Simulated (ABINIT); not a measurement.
# GaAs (F-43m): G0W0 in ABINIT against the screening cutoff in the self-energy, part 2 of 2

Wanted: the cheapest screening cutoff in the self-energy that holds the gap of GaAs (F-43m).

ABINIT 10.8.3; PBE and many-body steps on it, plane waves. Known limits of the many-body steps: not at the basis limit; exchange with frozen shells missing; screening runs away on this mesh; no spin-orbit coupling; coarse k mesh.

So far. Step 5 (3.5 Ha): The gap on the mesh goes from 0.51 eV to 1.06 eV, a correction of +0.55 eV. Step 6 (5 Ha): Against the run before, the gap moves by −0.003 eV.

**7. 7.5 Ha**

Level of this step: G0W0 on PBE, plane waves, norm-conserving pseudopotentials (ABINIT).

The input, run.abi:

```
acell 3*1.0 Angstrom
rprim 
  0.000000000000 2.826850000000 2.826850000000
  2.826850000000 0.000000000000 2.826850000000
  2.826850000000 2.826850000000 -0.000000000000
ntypat 2
znucl 31 33
natom 2
typat 1 2
xred 
  0.000000000000 0.000000000000 0.000000000000
  0.250000000000 0.250000000000 0.250000000000
pp_dirpath "pseudos"
pseudos "Ga.upf, As.upf"
ecut 38
ngkpt 4 4 4
nshiftk 1
shiftk 0 0 0
kptopt 1
chksymbreak 0
istwfk *1
occopt 1
irdwfk 1
optdriver 4
nband 304
gwcalctyp 0
ecutsigx 38
symsigma 1
nkptgw 1
kptgw 
  0.0000000000 0.0000000000 0.0000000000
bdgw 
  12 18
ecuteps 7.5
irdscr 1
ppmodel 1
indata_prefix "in"
outdata_prefix "out"
tmpdata_prefix "tmp"
```

Started as:

```sh
$ OMP_NUM_THREADS=1 mpirun -n 8 abinit run.abi > log
```

The log of the run:

```text
.Version 10.8.3 of ABINIT. v10.8.2 released Aug 2026.

 Symmetries : space group F-4 3 m (#216); Bravais cF (face-center cubic)
[... echo of the input left out ...]
== DATASET  1 ==================================================================
-   mpi_nproc: 8, omp_nthreads: 1 (-1 if OMP is not activated)

--- !DatasetInfo
iteration_state: {dtset: 1, }
dimensions: {natom: 2, nkpt: 8, mband: 304, nsppol: 1, nspinor: 1, nspden: 1, mpw: 3479, }
cutoff_energies: {ecut:  38.0, pawecutdg:  -1.0, }
[...]
16   7.763 -10.841  -6.854  -4.339   0.800  -0.251 -11.122  -0.281   7.481
       17   7.763 -10.841  -6.854  -4.339   0.800  -0.251 -11.122  -0.281   7.481
       18   7.763 -10.841  -6.854  -4.339   0.800  -0.251 -11.122  -0.281   7.481

== END DATASET(S) ==============================================================
================================================================================

 -outvars: echo values of variables after computation  --------
           etotal      0.0000000000E+00
            nband         304
             nkpt           8
          spgroup         216
 [... the other variables as echoed above ...]

 Calculation completed.
```

Run time: 16 s. Hardware: 8 MPI ranks of Intel Xeon Platinum 8259CL at 2.50GHz (Skylake/Cascade Lake), shared host; peak memory 2.4 GiB; 2.1 min of CPU time.

This step gave:

```
G0W0 gap on the points computed              : 1.068 eV
starting gap on the mesh                     : 0.5137 eV
k of the valence top                         : 0, 0, 0
k of the conduction bottom                   : 0, 0, 0
least direct G0W0 gap on the computed points : 1.068 eV
```

Against the run before, the gap moves by +0.008 eV.

**8. 10 Ha**

Edit run.abi of step 7 so:

```diff
@@ -33,3 +33,3 @@
   12 18
-ecuteps 7.5
+ecuteps 10
 irdscr 1
```

The log of the run:

```text
.Version 10.8.3 of ABINIT. v10.8.2 released Aug 2026.

 Symmetries : space group F-4 3 m (#216); Bravais cF (face-center cubic)
[... echo of the input left out ...]
== DATASET  1 ==================================================================
-   mpi_nproc: 8, omp_nthreads: 1 (-1 if OMP is not activated)

--- !DatasetInfo
iteration_state: {dtset: 1, }
dimensions: {natom: 2, nkpt: 8, mband: 304, nsppol: 1, nspinor: 1, nspden: 1, mpw: 3479, }
cutoff_energies: {ecut:  38.0, pawecutdg:  -1.0, }
[...]
16   7.763 -10.841  -6.854  -4.335   0.799  -0.251 -11.119  -0.279   7.484
       17   7.763 -10.841  -6.854  -4.335   0.799  -0.251 -11.119  -0.279   7.484
       18   7.763 -10.841  -6.854  -4.335   0.799  -0.251 -11.119  -0.279   7.484

== END DATASET(S) ==============================================================
================================================================================

 -outvars: echo values of variables after computation  --------
           etotal      0.0000000000E+00
            nband         304
             nkpt           8
          spgroup         216
 [... the other variables as echoed above ...]

 Calculation completed.
```

Run time: 30 s. Hardware: 8 MPI ranks; peak memory 2.8 GiB; 3.9 min of CPU time.

Numbers from this step:

| Item | Value |
| --- | --- |
| G0W0 gap on the points computed | 1.067 eV |
| starting gap on the mesh | 0.5137 eV |
| k of the valence top | 0, 0, 0 |
| k of the conduction bottom | 0, 0, 0 |
| least direct G0W0 gap on the computed points | 1.067 eV |

Against the run before, the gap moves by −0.001 eV.

**9. Side by side**

Times are wall times on 8 MPI ranks of Intel Xeon Platinum 8259CL at 2.50GHz (Skylake/Cascade Lake), shared host, good to a factor of about two. A run's time includes the screening step that it read.

```csv
run,mesh,bands,screening cutoff (eV),DFT gap (eV),gap on the mesh (eV),direct (eV),ε∞ used,time
1 Ha,4×4×4,304,27.2,0.514,1.076,1.076,139.56,2.3 min
2 Ha,4×4×4,304,54.4,0.514,1.096,1.096,139.56,2.3 min
3.5 Ha,4×4×4,304,95.2,0.514,1.063,1.063,139.56,2.3 min
5 Ha,4×4×4,304,136.1,0.514,1.060,1.060,139.56,2.4 min
7.5 Ha,4×4×4,304,204.1,0.514,1.068,1.068,139.56,2.5 min
10 Ha,4×4×4,304,272.1,0.514,1.067,1.067,139.56,2.7 min
```

**10. What came out**

```json
{
 "1 Ha": "1.076 eV",
 "2 Ha": "1.096 eV",
 "3.5 Ha": "1.063 eV",
 "5 Ha": "1.060 eV",
 "7.5 Ha": "1.068 eV",
 "10 Ha": "1.067 eV",
 "known limits": "not at the basis limit; exchange with frozen shells missing; screening runs away on this mesh; no spin-orbit coupling; coarse k mesh"
}
```

**Reading.** The setting moved: screening cutoff in the self-energy. From 1 Ha to 10 Ha the gap moves by −0.01 eV. It holds to 0.03 eV from 1 Ha on. Bands and screening cutoff are coupled, so a series along one setting does not show full convergence. Bands and cutoff are finite, so the gap is not at the basis limit. The miss can reach some tenths of an eV and take either sign; the mesh is an error of its own. In the G0W0 runs levels were corrected at 1 k point alone, so a gap called «on the mesh» is the least over those, and an edge elsewhere would be missed. The 4×4×4 mesh is coarse for this cell, which bears on the long-range parts of exchange and screening. The norm-conserving file of at least one element keeps a d shell over frozen s and p shells of the same row. Exchange with those shells is missing from the self-energy, an error of 0.3 to 0.9 eV in cases checked, whose sign depends on which edge lies on those atoms. For the PBE start: On this mesh the RPA ε∞ passes 90, more than nearly any semiconductor shows; a coarse mesh does this where one point with a narrow direct gap carries much weight. The screening is then too strong, and the G0W0 gap should not be taken as the material's. The many-body steps are scalar-relativistic: spin-orbit coupling is not in them.

[Paths, hosts, dates, memory and timing lines, banners, echoed tables and standing remarks are left out of the program output.]

[Logs are printed without paths, hosts, clocks, repeated set-up lines and the standing remarks that a program may print on its own settings, such as how far it seeks lower states.]

[Runs of the session that timed out or met a known fault of the program may be left out.]

[Hosts, paths, dates, database ids (printed as entryN), source tags and the programs' standing remarks are cut or masked in the printed files.]

[G0W0 gaps are taken among the corrected bands and points alone; a level outside them can change the order at an edge.]

[Where Ansatz stands beside ABINIT at settings called matched, ABINIT's density can come from a denser mesh and the files from another edition; pairs whose starting gaps differed by over 0.03 eV were left out, so agreement reads better than it is.]
